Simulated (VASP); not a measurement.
KCl, 2 atoms in the cell. The structure is cubic, space group Pm-3m (No. 221). Conventional cell: a = 3.634 Å, b = 3.634 Å, c = 3.634 Å, α = 90.00°, β = 90.00°, γ = 90.00°. K (site symmetry m-3m) has 8 Cl at 3.15 Å as nearest neighbours. Cl (site symmetry m-3m) is surrounded by 8 K at 3.15 Å. Measurements of this composition are mostly on another form, of space group No. 225.

```yaml
Program: VASP 6.6.1
Task: relaxation of cell and atoms
Functional: PBE
Dispersion: D3(BJ)
Potentials_or_basis: VASP PAW PBE potentials, release 64 (K_sv, Cl)
Cutoff: 600 eV
k_mesh: 8 × 8 × 8
Occupations: gaussian, width 0.03 eV
Spin: no spin polarisation
Further_INCAR_settings: ALGO = Normal; EDIFF = 1e-06; IBRION = 2; EDIFFG = -0.01; NSW = 90; ISIF = 3
```

Potentials or basis: VASP PAW PBE potentials, release 64 (K_sv, Cl).

Run with:

```console
$ cat potpaw_PBE.64/K_sv/POTCAR potpaw_PBE.64/Cl/POTCAR > POTCAR
$ mpirun -np 1 vasp_std > vasp.out
```

Hardware: 1 thread of Intel(R) Xeon(R) 6975P-C (Granite Rapids), with other jobs on the host.

Problem. Estimate the wall time of this run.

Solution. Wall time 31 s on 1 thread of Intel(R) Xeon(R) 6975P-C (Granite Rapids), with other jobs on the host, peak memory 0.19 GiB. Counts: scf iterations 36, k points 35, ion steps 4.
